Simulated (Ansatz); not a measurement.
## Response of W to small distortions

```
CELL_PARAMETERS angstrom
-1.59730 1.59730 1.59730
1.59730 -1.59730 1.59730
1.59730 1.59730 -1.59730
ATOMIC_POSITIONS crystal
W 0.00000 0.00000 0.00000
```

Structure: COD 9006499, as refined from experiment and not relaxed. It was measured hot, at 2171 K.

Spin–orbit coupling is left out, though it moves levels of the heavy atoms by tenths of an eV or more.

Theory: DFT, PBE, all-electron LAPW, scalar-relativistic in Ansatz 0.2.0.

Sampling and basis: a Γ-centred 14×14×14 k mesh, Fermi–Dirac smearing of 0.03 eV, basis error target 1 meV/atom, no spin polarisation.

The unchanged cell is at -2.50 GPa, so energy changes include a term −P ΔV where the volume moves.

In a metal, stresses and small energies carry noise from the k mesh.

x, y and z are the Cartesian axes of the cell as listed; fractional coordinates follow a strain, and an engineering shear is twice the off-diagonal strain component.

Q: With this change (x and y strained by -2 %, z held), what becomes of the energy and stress?

A: Energy change +18 meV/atom; stress change (xx, yy, zz, yz, xz, xy) 14.18, 14.18, 9.53, 0.00, 0.00, 0.00 GPa, compression positive.

Q: With this change (equal xy, yz and zx engineering shear strains of +3 %), what becomes of the energy and stress?

A: Energy change +18 meV/atom; stress change (xx, yy, zz, yz, xz, xy) 0.15, 0.15, 0.15, -3.68, -3.68, -3.68 GPa, compression positive.
